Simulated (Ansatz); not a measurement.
# Relaxing Al₃Ni₂

Computed with Ansatz, DFT r2SCAN, scalar-relativistic, plane waves, PAW. Settings: 500 eV cutoff, 12×12×8 k-mesh, Gaussian smearing of 0.10 eV, no spin polarisation.

What was changed: biaxial strain in the a-b plane, c and atoms relaxed: +3.0 %.

Command:

```bash
ansatz run input.yaml --threads 1 --pin off --max-ram 2560MiB --backend cpu --events-out ev --progress --plain --runs-dir out
```

Input:

```yaml
crystal:
  lattice:
    - [4.126923014, 0.0, 0.0]
    - [-2.063461507, 3.5740201696, 0.0]
    - [0.0, 0.0, 4.7740195502]
  atoms:
    - { symbol: Al, position: [0.0, 0.0, 0.0] }
    - { symbol: Al, position: [0.3333333333, 0.6666666667, 0.6480282064] }
    - { symbol: Al, position: [0.6666666667, 0.3333333333, 0.3519717936] }
    - { symbol: Ni, position: [0.3333333333, 0.6666666667, 0.1449384357] }
    - { symbol: Ni, position: [0.6666666667, 0.3333333333, 0.8550615643] }
basis:
  ecutwfc: 500
kpoints:
  mp_grid: { grid: [12, 12, 8] }
hamiltonian:
  xc: r2scan
scf:
  occupations: { method: gaussian, width: 0.1 }
output:
  forces: true
  stress: true
  eigenvalues: true
relax:
  adjacent_minimum: "off"
  f_tol: 0.008
  max_steps: 40
  cell: { stress_tol: 0.015, fix: [a, b, gamma] }
```

F is the free energy. Steps run on the plane waves of an earlier cell, but the last one, and at times one on the way, on a freshly chosen basis, so a repeated geometry can differ a little in energy. The held parts of the cell keep their stress, so P needn't end at zero.

Steps:

| step | F − F(1) (eV) | largest force component (eV/Å) | V (Å³/atom) | P (GPa) |
| --- | --- | --- | --- | --- |
| 1 | 0.0000 | 0.033 | 14.083 | -4.89 |
| 2 | -0.0043 | 0.003 | 14.152 | -5.59 |
| 3 | -0.0050 | 0.002 | 14.198 | -6.03 |
| 4 | -0.0050 | 0.000 | 14.200 | -6.05 |
| 5 | -0.0053 | 0.000 | 14.200 | -6.04 |

Relaxed structure:

```cif
data_structure
_symmetry_space_group_name_H-M 'P 1'
_symmetry_Int_Tables_number 1
_cell_length_a 4.1269
_cell_length_b 4.1269
_cell_length_c 4.8137
_cell_angle_alpha 90.000
_cell_angle_beta 90.000
_cell_angle_gamma 120.000
_cell_volume 71.00
loop_
_atom_site_label
_atom_site_type_symbol
_atom_site_fract_x
_atom_site_fract_y
_atom_site_fract_z
_atom_site_occupancy
Al1 Al 0.00000 0.00000 0.00000 1
Al2 Al 0.33333 0.66667 0.64778 1
Al3 Al 0.66667 0.33333 0.35222 1
Ni1 Ni 0.33333 0.66667 0.14436 1
Ni2 Ni 0.66667 0.33333 0.85564 1
```

The structure is trigonal, space group P-3m1 (No. 164). The conventional cell has a = 4.127 Å, b = 4.127 Å, c = 4.814 Å, α = 90.00°, β = 90.00°, γ = 120.00°. Al (site symmetry -3m) has 6 Ni at 2.48 Å as nearest neighbours. Al (site symmetry 3m) has 5 Ni at 2.39 to 2.58 Å as nearest neighbours. Ni (site symmetry 3m) has 8 Al at 2.39 to 2.58 Å as nearest neighbours.

The run converged. Time: 120 s on 1 thread of Oxide Virtual Turin-like Processor (Zen 5) (shared host), peak memory 0.75 GiB.